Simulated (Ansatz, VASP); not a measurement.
## CdF2: VASP beside Ansatz

File INCAR:

```
PREC = Accurate
ENCUT = 520
EDIFF = 1E-7
ISMEAR = 0
SIGMA = 0.024
LREAL = False
LASPH = True
NELM = 80
ALGO = Normal
ISIF = 2
LWAVE = False
LCHARG = False
GGA = PE
NBANDS = 20
```

The input KPOINTS:

```
Automatic mesh
0
Gamma
  9 9 9
```

Contents of POSCAR:

```
CdF2
1.0
    0.0000000000      2.6940000000      2.6940000000
    2.6940000000      0.0000000000      2.6940000000
    2.6940000000      2.6940000000      0.0000000000
Cd F
1 2
Direct
    0.0000000000      0.0000000000      0.0000000000
    0.7500000000      0.7500000000      0.7500000000
    0.2500000000      0.2500000000      0.2500000000
```

File input.yaml:

```yaml
crystal:
  lattice:
    - [0.0, 2.694, 2.694]
    - [2.694, 0.0, 2.694]
    - [2.694, 2.694, 0.0]
  atoms:
    - { symbol: Cd, position: [0.0, 0.0, 0.0] }
    - { symbol: F, position: [0.75, 0.75, 0.75] }
    - { symbol: F, position: [0.25, 0.25, 0.25] }
hamiltonian:
  xc: pbe
  pseudopotentials: { kind: paw }
kpoints:
  mp_grid: { grid: [9, 9, 9] }
scf:
  occupations: { method: gaussian, width: 0.024 }
output:
  forces: true
  stress: true
  eigenvalues: true
```

Alike in both runs: task single point; functional PBE; k mesh 9 × 9 × 9; occupations gaussian, width 0.024 eV; no spin polarisation.

```csv
,VASP,Ansatz
version,VASP 6.6.1,Ansatz 0.2.0
potentials or method,"VASP PAW PBE potentials, release 64 (Cd, F)",Ansatz PAW
plane-wave cutoff (eV),520,420
valence electrons in the cell,26,34
```

Ansatz gave:

```
gap on the k mesh at the Fermi level (eV) : 3.13
least direct gap on the mesh (eV)         : 3.60
pressure (GPa)                            : 5.5
```

What did VASP give for the same quantities?

gap on the k mesh at the Fermi level (eV): 3.10; least direct gap on the mesh (eV): 3.57; pressure (GPa): 6.2.

With one functional, cell and mesh, what is left measures potentials, basis and numerics. The two sets of potentials don't hold the same shells in valence.

Caveats: an odd mesh through Γ misses points on the zone boundary, where band edges often lie (VASP); odd divisions of the mesh miss points on the zone boundary, where band edges often lie, so the gap on the mesh can be too wide (Ansatz); the pressure holds a Pulay correction of +0.7 GPa for the finite cutoff (Ansatz). A hybrid or GW would open this gap; PBE tends to underestimate it.
